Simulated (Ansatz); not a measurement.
# Calculated Mo-97 NMR of the central transition for Te2Mo under strain

Cell: a structure deposited in the COD, relaxed with PBE at fixed cell and then changed (z compressed by 1 %, ions relaxed).

```
CELL_PARAMETERS angstrom
3.51820 0.00000 0.00000
-1.75910 3.04685 0.00000
0.00000 0.00000 13.83386
ATOMIC_POSITIONS crystal
Te 0.33333 0.66667 0.61891
Te 0.66667 0.33333 0.11891
Te 0.33333 0.66667 0.88109
Te 0.66667 0.33333 0.38109
Mo 0.33333 0.66667 0.25000
Mo 0.66667 0.33333 0.75000
```

Atom numbers follow the list; atoms alike are taken as one site, whose name carries the number of the first.

Level of theory: DFT, PBE, plane waves and PAW, scalar-relativistic, 420 eV cutoff, Γ-centred 14×14×3 k-points, Fermi–Dirac smearing 0.02 eV (Ansatz 0.2.0).

Mo-97 has I = 5/2 and Q = 255.0 mb (Pyykkö 2018); at 18.8 T its Larmor frequency is ν₀ = 53.5 MHz (from the bare nuclear moment; shielding lowers the observed one by a per cent or two). Only the quadrupole interaction is simulated: positions count from each site's isotropic chemical shift, and shift anisotropy, dipolar and J coupling are left out.

Simulated pattern of one Mo site (static powder, Gaussian broadening 50 kHz):

(offset (kHz), height): (-665.9, 1), (-638.5, 16), (-611.1, 70), (-583.8, 100), (-556.4, 77), (-529.0, 58), (-501.7, 49), (-474.3, 44), (-446.9, 40), (-419.5, 37), (-392.2, 35), (-364.8, 34), (-337.4, 33), (-310.1, 31), (-282.7, 30), (-255.3, 30), (-227.9, 29), (-200.6, 29), (-173.2, 28), (-145.8, 28), (-118.5, 28), (-91.1, 28), (-63.7, 28), (-36.3, 28), (-9.0, 26), (18.4, 23), (45.8, 22), (73.1, 23), (100.5, 24), (127.9, 25), (155.3, 26), (182.6, 28), (210.0, 31), (237.4, 35), (264.7, 41), (292.1, 54), (319.5, 71), (346.9, 50), (374.2, 11), (401.6, 1)

(1) Which |C_Q| and η does the pattern imply?

## Answers

(1) The pattern spans 944 kHz before broadening and its centre of gravity is at -181 kHz, which fixes P_Q; the places of the horns and steps fix η. That gives P_Q = 40.2 MHz, |C_Q| = 40.2 MHz and η = 0.00. The sign of C_Q can't be read from the pattern.

An axis of threefold or higher order runs through Mo, so V_zz lies along it and η is zero.

Without spin–orbit coupling the gradients at and beside Te can be off by some per cent, at some sites by more.
